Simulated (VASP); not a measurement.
Input of a VASP 6.6.1 run:

INCAR

```
PREC = Accurate ; ENCUT = 520
EDIFF = 1E-6 ; ISMEAR = 0
SIGMA = 0.1 ; LREAL = F
LASPH = T ; NELM = 100
ALGO = Normal ; ISIF = 2
LWAVE = F ; LCHARG = T
GGA = PE ; LELF = T
LVHAR = T ; NBANDS = 16
```

File KPOINTS:

```
regular mesh
0
Gamma
  3 3 2
```

POSCAR

```
Cs
1.0
    5.5663060538      0.0000000000      0.0000000000
   -2.7831530269      4.8205624479      0.0000000000
    0.0000000000      0.0000000000      9.2584789600
Cs
2
Direct
    0.3333333300      0.6666666700      0.2500000000
    0.6666666700      0.3333333300      0.7500000000
```

Potentials or basis: VASP PAW PBE potentials, release 64 (Cs_sv).

Run with:

```console
$ cat potpaw_PBE.64/Cs_sv/POTCAR > POTCAR
$ mpirun -np 1 vasp_std > vasp.out
```

(1) Estimate the pressure.

(2) Estimate the band gap on the k mesh.

Answers

(1) -0.1 GPa.

(2) none (metal or under the smearing width).

Caveat: the k mesh is coarse (spacing up to 0.43 Å⁻¹), so the values aren't converged.
